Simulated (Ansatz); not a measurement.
The reference is BaSnO3 in the cubic perovskite structure (space group Pm-3m, No. 221; a = 4.1216 Å). Axes: x, y, z lie along the cube axes.

The change: the cell is compressed by 0.64 % along x with no lateral relaxation; the atoms relax in the strained cell.

Levels (all Ansatz, a quantum-chemistry and plane-wave program, PAW, earlier PAW set): PBEsol (420 eV, scalar-relativistic without spin-orbit coupling); HSE06 (420 eV, without spin-orbit coupling).

The geometry is relaxed with PBEsol.

| Property | Value |
|---|---|
| PBEsol lowest conduction level above the VBM at special points | Γ 0.94 eV; X 4.98 eV; Z 5.03 eV |

Q: How does going to HSE06 change the lowest conduction level above the VBM at special points?

A: The lowest conduction level above the VBM at special points goes from Γ 0.94 eV; X 4.98 eV; Z 5.03 eV to Γ 2.70 eV; X 6.93 eV; Z 6.99 eV.

Single points use the geometry relaxed with PBEsol. HSE06 was sampled on its mesh, a few special points and the semilocal edge points, so its gap is an upper bound. The levels and masses belong to the bands next to the band gap. No phonon test of stability was made. Labels are those of the standard path for the cell's own space group.
